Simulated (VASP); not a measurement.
Wanted: an ASE script for a VASP 6.6.1 run.

- Task: band structure
- Functional: BEEF-vdW
- Potentials or basis: VASP PAW PBE potentials, release 64 (Te, Mo_sv)
- Cutoff: 520 eV
- k mesh: 9 × 9 × 2
- Occupations: gaussian, width 0.1 eV
- Spin: no spin polarisation
- Further INCAR settings: ALGO = Fast; EDIFF = 1.00e-07; NBANDS = 20; ISYM = 0

The structure of Te2Mo lies in Te2Mo.xyz:

```xyz
3
Lattice="3.5602328140 0.0000000000 0.0000000000 -1.7801164070 3.0832520603 0.0000000000 0.0000000000 0.0000000000 17.5240578200" Properties=species:S:1:pos:R:3 pbc="T T T"
Te    -0.0376423415      2.0404777140      1.7839841342
Te     0.0148461708      2.1264202819     15.7491861959
Mo     0.0258579709      0.0252580009      0.0091475582
```

The cell isn't the ideal one: atoms moved at random, drawn with an rms of 0.05 Å.

These files were run (other wordings do the same):

run.py

```python
from ase.calculators.vasp import Vasp
from ase.dft.bandgap import bandgap
from ase.io import read

atoms = read('Te2Mo.xyz')
calc = Vasp(
    directory='calc',
    xc='beef-vdw',
    pp='PBE',
    setups='recommended',
    prec='Accurate',
    encut=520,
    ediff=1e-07,
    ismear=0,
    sigma=0.1,
    lreal=False,
    lasph=True,
    nelm=80,
    algo='Fast',
    isif=2,
    lwave=False,
    lcharg=True,
    lmaxmix=4,
    kpts=[9, 9, 2],
    gamma=True,
    nbands=20,
)
atoms.calc = calc

print('energy (eV):', atoms.get_potential_energy())
print('free energy (eV):', atoms.get_potential_energy(force_consistent=True))
efermi = calc.get_fermi_level()
print('Fermi level (eV):', efermi)
path = atoms.cell.bandpath(npoints=60, eps=1e-4)
print('path:', path.path)
calc.set(kpts=path.kpts, reciprocal=True, icharg=11, isym=0, lcharg=False)
calc.calculate(atoms)
print('gap on the path (eV):', bandgap(calc, efermi=efermi)[0])
print('direct gap on the path (eV):', bandgap(calc, efermi=efermi, direct=True)[0])
```

Potentials or basis: VASP PAW PBE potentials, release 64 (Te, Mo_sv).

The run is started by

```bash
$ python run.py
```

Results of the run:

| Property | Result |
| --- | --- |
| Band gap along the path | 1.03 eV, direct |

Caveat: the log is that of the step along the path at fixed density, whose energy, stress, charges and moments have no meaning; spin-orbit coupling is left out, which moves the levels of the heavy elements.

It took 12 min on 1 thread of Intel(R) Xeon(R) Platinum 8488C (Sapphire Rapids) (shared host), peak memory 0.95 GiB.
